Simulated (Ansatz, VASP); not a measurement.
## BaZrO3 in two plane-wave programs

Aim: how closely do two programs agree when they are given the same cell, functional and k mesh? The cell is taken from a series of VASP runs on this material, whose earlier steps may have relaxed, scaled or displaced it; both programs get it as it stands.

Program: Ansatz 0.2.0. Level of theory: plane waves, with VASP 6.6.1 beside it; zone-centre phonons at LDA and relaxation of cell and atoms at r2SCAN. Results are calculated unless marked as measured.

**1. The structure**

It takes space group Pm-3m (No. 221, cubic). Conventional cell: a = 4.159 Å, b = 4.159 Å, c = 4.159 Å, α = 90.00°, β = 90.00°, γ = 90.00°. Nearest to Ba lie 12 O at 2.94 Å. Zr has 6 O at 2.08 Å nearest. O has 2 Zr at 2.08 Å and 4 Ba at 2.94 Å nearest. Farther neighbours and most contacts between anions are not listed.

Coordinates:

```xyz
5
Lattice="4.1587 0.0000 0.0000 0.0000 4.1587 0.0000 0.0000 0.0000 4.1587" Properties=species:S:1:pos:R:3 pbc="T T T"
Ba    0.0000    0.0000    0.0000
Zr    2.0793    2.0793    2.0793
O     2.0793    2.0793    0.0000
O     2.0793    0.0000    2.0793
O     0.0000    2.0793    2.0793
```

**2. VASP: zone-centre phonons, LDA**

Second derivatives magnify differences that forces hide, and they need a tight electronic threshold.

Lines of VASP's logs that name or quote its potential files are left out, and so is its time.

INCAR

```
SYSTEM = BaZrO3
PREC = Accurate
ENCUT = 560
EDIFF = 1E-08
NELM = 100
ISMEAR = 0
SIGMA = 0.03
LREAL = .FALSE.
ALGO = Normal
GGA = CA
NBANDS = 26
LASPH = .TRUE.
LORBIT = 11
LWAVE = .FALSE.
LCHARG = .FALSE.
KPAR = 8
IBRION = 8
LEPSILON = .TRUE.
LPEAD = .TRUE.
ISIF = 2
```

POSCAR

```
BaZrO3
1.0
    4.1586942769      0.0000000000      0.0000000000
    0.0000000000      4.1586942769      0.0000000000
    0.0000000000      0.0000000000      4.1586942769
Ba Zr O
1 1 3
Direct
    0.0000000000      0.0000000000      0.0000000000
    0.5000000000      0.5000000000      0.5000000000
    0.5000000000      0.5000000000      0.0000000000
    0.5000000000      0.0000000000      0.5000000000
    0.0000000000      0.5000000000      0.5000000000
```

KPOINTS

```
Automatic mesh
0
Gamma
8 8 8
0 0 0
```

The projector-augmented-wave data sets are Ba_sv, Zr_sv and O (LDA family, release 64).

Launch:

```bash
mpirun -np 8 vasp_std
```

Numbers of over 12 decimals in the logs are rounded to 6 here.

The program printed:

```text
[banner, memory and clock lines left out]
running    8 mpi-ranks, on    1 nodes
 distrk:  each k-point on    1 cores,    8 groups
 distr:  one band on    1 cores,    1 groups

 POSCAR found type information on POSCAR BaZrO
 POSCAR found :  3 types and       5 ions
|                                                                             |
|           W    W    AA    RRRRR   N    N  II  N    N   GGGG   !!!           |
|           W    W   A  A   R    R  NN   N  II  NN   N  G    G  !!!           |
|           W    W  A    A  R    R  N N  N  II  N N  N  G       !!!           |
|           W WW W  AAAAAA  RRRRR   N  N N  II  N  N N  G  GGG   !            |
|           WW  WW  A    A  R   R   N   NN  II  N   NN  G    G                |
|           W    W  A    A  R    R  N    N  II  N    N   GGGG   !!!           |
|                                                                             |
|     For optimal performance we recommend to set                             |
|       NCORE = 2 up to number-of-cores-per-socket                            |
|     NCORE specifies how many cores store one orbital (NPAR=cpu/NCORE).      |
|     This setting can greatly improve the performance of VASP for DFT.       |
|     The default, NCORE=1 might be grossly inefficient on modern             |
|     multi-core architectures or massively parallel machines. Do your        |
|     Unfortunately you need to use the default for GW and RPA                |
|     calculations (for HF NCORE is supported but not extensively tested      |
|     yet).                                                                   |
|                                                                             |

 LDA part: xc-table for (Slater(with rela. corr.)+CA(PZ))
 , standard interpolation
 POSCAR, INCAR and KPOINTS ok, starting setup
 FFT: planning ... GRIDC
 FFT: planning ... GRID_SOFT
 FFT: planning ... GRID
 WAVECAR not read
 entering main loop
       N       E                     dE             d eps       ncg     rms          rms(c)
DAV:   1     0.327453935743E+03    0.32745E+03   -0.23115E+04  1820   0.161E+03
DAV:   2    -0.308198535454E+02   -0.35827E+03   -0.34880E+03  2252   0.384E+02
DAV:   3    -0.525224581285E+02   -0.21703E+02   -0.21638E+02  2904   0.908E+01
DAV:   4    -0.530628517665E+02   -0.54039E+00   -0.53983E+00  2530   0.119E+01
DAV:   5    -0.530733041295E+02   -0.10452E-01   -0.10451E-01  2602   0.128E+00    0.306E+01
DAV:   6    -0.459715333251E+02    0.71018E+01   -0.40524E+01  2156   0.407E+01    0.140E+01
DAV:   7    -0.458139568209E+02    0.15758E+00   -0.31118E+00  2536   0.101E+01    0.850E+00
DAV:   8    -0.457486702130E+02    0.65287E-01   -0.32261E-01  2342   0.434E+00    0.669E-01
DAV:   9    -0.457443260963E+02    0.43441E-02   -0.49944E-02  2600   0.131E+00    0.490E-01
DAV:  10    -0.457442843129E+02    0.41783E-04   -0.12740E-02  2448   0.954E-01    0.233E-01
DAV:  11    -0.457439529091E+02    0.33140E-03   -0.21301E-03  2340   0.405E-01    0.290E-02
DAV:  12    -0.457439537688E+02   -0.85964E-06   -0.11055E-04  2494   0.744E-02    0.280E-02
DAV:  13    -0.457439518278E+02    0.19409E-05   -0.86079E-06  2278   0.210E-02    0.297E-03
DAV:  14    -0.457439518550E+02   -0.27158E-07   -0.91684E-07  2682   0.759E-03    0.372E-03
DAV:  15    -0.457439518304E+02    0.24595E-07   -0.91565E-08  2344   0.279E-03    0.659E-04
DAV:  16    -0.457439518298E+02    0.64756E-09   -0.17329E-08  1980   0.904E-04
   1 F= -.45743952E+02 E0= -.45743952E+02  d E =-.343395E-40
 Linear response reoptimize wavefunctions to high precision
DAV:   1    -0.457439518299E+02   -0.15598E-09   -0.33104E-09  1430   0.384E-04
DAV:   2    -0.457439518299E+02    0.39563E-10   -0.24637E-10  1092   0.960E-05
 Linear response to external field (no local field effect), progress :
  Direction:   1
       N       E                     dE             d eps       ncg     rms          rms(c)
RMM:   1    -0.530870281970E+00   -0.53087E+00   -0.18862E+00  2654   0.365E+00
RMM:   2    -0.546618339632E+00   -0.15748E-01   -0.50635E-02  2890   0.814E-01
RMM:   3    -0.549578373073E+00   -0.29600E-02   -0.77271E-03  3087   0.278E-01
RMM:   4    -0.550121603388E+00   -0.54323E-03   -0.11347E-03  3188   0.105E-01
RMM:   5    -0.550207138517E+00   -0.85535E-04   -0.26212E-04  3133   0.451E-02
RMM:   6    -0.550224777900E+00   -0.17639E-04   -0.46833E-05  3057   0.206E-02
RMM:   7    -0.550228328466E+00   -0.35506E-05   -0.39989E-05  2946   0.113E-02
RMM:   8    -0.550230161815E+00   -0.18333E-05   -0.23019E-05  2806   0.682E-03
RMM:   9    -0.550230781790E+00   -0.61997E-06   -0.16875E-05  2729   0.449E-03
RMM:  10    -0.550231231804E+00   -0.45001E-06   -0.88814E-06  2676   0.309E-03
RMM:  11    -0.550231398703E+00   -0.16690E-06   -0.85414E-06  2644   0.227E-03
[...]
RMM:   3    -0.199927667682E+00   -0.59440E-03   -0.23060E-03  7568   0.135E-01    0.605E-02
RMM:   4    -0.200197440116E+00   -0.26977E-03   -0.31116E-04  7402   0.736E-02    0.116E-02
RMM:   5    -0.200282400652E+00   -0.84961E-04   -0.66294E-05  8471   0.247E-02    0.679E-03
RMM:   6    -0.200344903775E+00   -0.62503E-04   -0.10866E-05  8585   0.104E-02    0.148E-03
RMM:   7    -0.200349635408E+00   -0.47316E-05   -0.37130E-06  8476   0.472E-03    0.105E-03
RMM:   8    -0.200356901945E+00   -0.72665E-05   -0.12291E-06  8719   0.256E-03    0.134E-04
[...]
RMM:   8    -0.705947303679E+00   -0.26920E-05   -0.95804E-06  9011   0.777E-03    0.930E-04
RMM:   9    -0.705950194791E+00   -0.28911E-05   -0.13697E-06  9286   0.457E-03    0.514E-04
RMM:  10    -0.705953646537E+00   -0.34517E-05   -0.24072E-06  8906   0.313E-03    0.115E-04
RMM:  11    -0.705955432691E+00   -0.17862E-05   -0.17270E-06  9383   0.217E-03    0.791E-05
RMM:  12    -0.705956781892E+00   -0.13492E-05   -0.68892E-07  9291   0.164E-03    0.352E-05
RMM:  13    -0.705957272041E+00   -0.49015E-06   -0.51576E-07  9502   0.130E-03    0.435E-05
RMM:  14    -0.705955920293E+00    0.13517E-05   -0.24284E-07  8848   0.110E-03    0.111E-04
[...]
RMM:  22    -0.705961624592E+00   -0.14189E-06    0.22821E-07  9434   0.507E-04    0.197E-05
RMM:  23    -0.705961500806E+00    0.12379E-06    0.69549E-08  9441   0.483E-04    0.286E-05
RMM:  24    -0.705961637992E+00   -0.13719E-06    0.16071E-07  9487   0.463E-04    0.270E-05
RMM:  25    -0.705962106437E+00   -0.46844E-06   -0.13616E-08  9265   0.450E-04    0.159E-05
RMM:  26    -0.705962411557E+00   -0.30512E-06    0.12576E-07  9450   0.433E-04    0.952E-06
RMM:  27    -0.705962549683E+00   -0.13813E-06   -0.21289E-08  9665   0.418E-04    0.822E-06
RMM:  28    -0.705962569813E+00   -0.20130E-07    0.73235E-08  9551   0.405E-04    0.956E-06
RMM:  29    -0.705962572059E+00   -0.22457E-08   -0.59228E-08  9032   0.396E-04    0.122E-05
 first order change of Fermi-energy  -0.42136E-02
 force on displaced ion       2 direction 1 :  -9.704   0.000  -0.000
 Born effective charge ion    2 direction 1 :   6.111   0.000   0.000
 Linear response progress:
  Degree of freedom:   3/  4
       N       E                     dE             d eps       ncg     rms          rms(c)
RMM:   1    -0.369603917195E+00   -0.36960E+00    0.19260E-01 12828   0.256E+00
RMM:   2    -0.360278273711E+00    0.93256E-02   -0.10861E-02 11290   0.376E-01    0.117E-01
RMM:   3    -0.361450267458E+00   -0.11720E-02   -0.17440E-03 11190   0.147E-01    0.599E-02
RMM:   4    -0.362869536963E+00   -0.14193E-02   -0.73154E-04 11364   0.111E-01    0.154E-02
RMM:   5    -0.362905947567E+00   -0.36411E-04   -0.13179E-04 13468   0.336E-02    0.455E-03
RMM:   6    -0.362931117519E+00   -0.25170E-04   -0.17264E-05 14325   0.117E-02    0.155E-03
RMM:   7    -0.362925232785E+00    0.58847E-05   -0.26254E-06 14310   0.536E-03    0.491E-04
RMM:   8    -0.362928193738E+00   -0.29610E-05    0.32503E-05 15241   0.281E-03    0.221E-04
RMM:   9    -0.362927183871E+00    0.10099E-05    0.76646E-06 15086   0.172E-03    0.106E-04
RMM:  10    -0.362928025216E+00   -0.84134E-06    0.13827E-05 15432   0.119E-03    0.434E-05
RMM:  11    -0.362928583456E+00   -0.55824E-06    0.35159E-06 15089   0.855E-04    0.275E-05
RMM:  12    -0.362928877095E+00   -0.29364E-06    0.62101E-06 15268   0.669E-04    0.157E-05
RMM:  13    -0.362929002274E+00   -0.12518E-06    0.15492E-06 15482   0.530E-04    0.138E-05
RMM:  14    -0.362929277204E+00   -0.27493E-06    0.29899E-06 14909   0.455E-04    0.121E-05
RMM:  15    -0.362929138723E+00    0.13848E-06    0.88753E-07 15098   0.396E-04    0.113E-05
RMM:  16    -0.362929270383E+00   -0.13166E-06    0.13480E-06 14847   0.360E-04    0.486E-06
RMM:  17    -0.362929294452E+00   -0.24069E-07    0.62702E-07 15525   0.331E-04    0.220E-06
RMM:  18    -0.362929301240E+00   -0.67879E-08    0.63058E-07 14844   0.312E-04    0.267E-06
RMM:  19    -0.362929322442E+00   -0.21202E-07    0.15906E-07 14878   0.300E-04    0.190E-06
RMM:  20    -0.362929325788E+00   -0.33459E-08    0.35524E-07 13831   0.290E-04    0.168E-06
RMM:  21    -0.362929349993E+00   -0.24206E-07    0.93488E-08 14557   0.284E-04    0.123E-06
RMM:  22    -0.362929352304E+00   -0.23102E-08    0.19041E-07 13222   0.279E-04    0.156E-06
RMM:  23    -0.362929346419E+00    0.58848E-08   -0.43496E-08 12970   0.276E-04    0.154E-06
 first order change of Fermi-energy  -0.62256E-03
 force on displaced ion       3 direction 1 :  -2.421   0.000   0.000
 Born effective charge ion    3 direction 1 :  -2.022   0.000   0.000
 Linear response progress:
  Degree of freedom:   4/  4
       N       E                     dE             d eps       ncg     rms          rms(c)
RMM:   1    -0.381323182997E+00   -0.38132E+00    0.18153E-01  7676   0.273E+00
RMM:   2    -0.367526938782E+00    0.13796E-01   -0.40702E-02  7083   0.582E-01    0.163E-01
RMM:   3    -0.368995902528E+00   -0.14690E-02   -0.47529E-03  6847   0.253E-01    0.919E-02
RMM:   4    -0.370773414641E+00   -0.17775E-02   -0.16647E-03  7295   0.155E-01    0.296E-02
RMM:   5    -0.371072126103E+00   -0.29871E-03   -0.31733E-04  7944   0.575E-02    0.925E-03
RMM:   6    -0.371126828178E+00   -0.54702E-04   -0.59762E-05  8531   0.216E-02    0.475E-03
RMM:   7    -0.371099034029E+00    0.27794E-04   -0.64035E-05  7923   0.110E-02    0.109E-03
RMM:   8    -0.371107592724E+00   -0.85587E-05   -0.71465E-05  8548   0.542E-03    0.333E-04
RMM:   9    -0.371111926026E+00   -0.43333E-05   -0.35504E-05  8664   0.312E-03    0.223E-04
RMM:  10    -0.371111852536E+00    0.73490E-07   -0.30553E-05  9026   0.186E-03    0.932E-05
RMM:  11    -0.371111364689E+00    0.48785E-06   -0.14742E-05  8906   0.126E-03    0.872E-05
RMM:  12    -0.371111513791E+00   -0.14910E-06   -0.13140E-05  8931   0.933E-04    0.809E-05
RMM:  13    -0.371111494254E+00    0.19538E-07   -0.64815E-06  8998   0.728E-04    0.146E-04
RMM:  14    -0.371111410631E+00    0.83623E-07   -0.56865E-06  8850   0.602E-04    0.124E-04
[...]
RMM:  21    -0.371112174181E+00   -0.34150E-07   -0.91983E-07  8938   0.328E-04    0.997E-06
RMM:  22    -0.371112196873E+00   -0.22692E-07   -0.41654E-07  9054   0.319E-04    0.771E-06
RMM:  23    -0.371112197040E+00   -0.16668E-09   -0.61357E-07  8767   0.312E-04    0.458E-06
RMM:  24    -0.371112192753E+00    0.42875E-08   -0.24209E-07  8648   0.308E-04    0.299E-06
RMM:  25    -0.371112200002E+00   -0.72499E-08   -0.51287E-07  8427   0.304E-04    0.231E-06
RMM:  26    -0.371112197786E+00    0.22164E-08   -0.26931E-07  8155   0.302E-04    0.175E-06
RMM:  27    -0.371112202733E+00   -0.49473E-08   -0.58208E-07  8349   0.301E-04    0.905E-07
RMM:  28    -0.371112202996E+00   -0.26230E-09   -0.90982E-08  7844   0.300E-04    0.113E-06
 first order change of Fermi-energy  -0.43462E-02
 force on displaced ion       3 direction 3 :  -0.000  -0.000 -13.914
 Born effective charge ion    3 direction 3 :   0.000   0.000  -4.800
 Born effective charges drift removed
 Linear response finished
```

(Continued in part 2 of 3.)

[Lines on the potential files, build, host, timing and source positions are cut from VASP's logs without a mark.]

[Logs are printed without paths, hosts, clocks, repeated set-up lines and the standing remarks that a program may print on its own settings, such as how far it seeks lower states.]

[Hosts, paths, dates, database ids (printed as entryN), source tags and the programs' standing remarks are cut or masked in the printed files.]
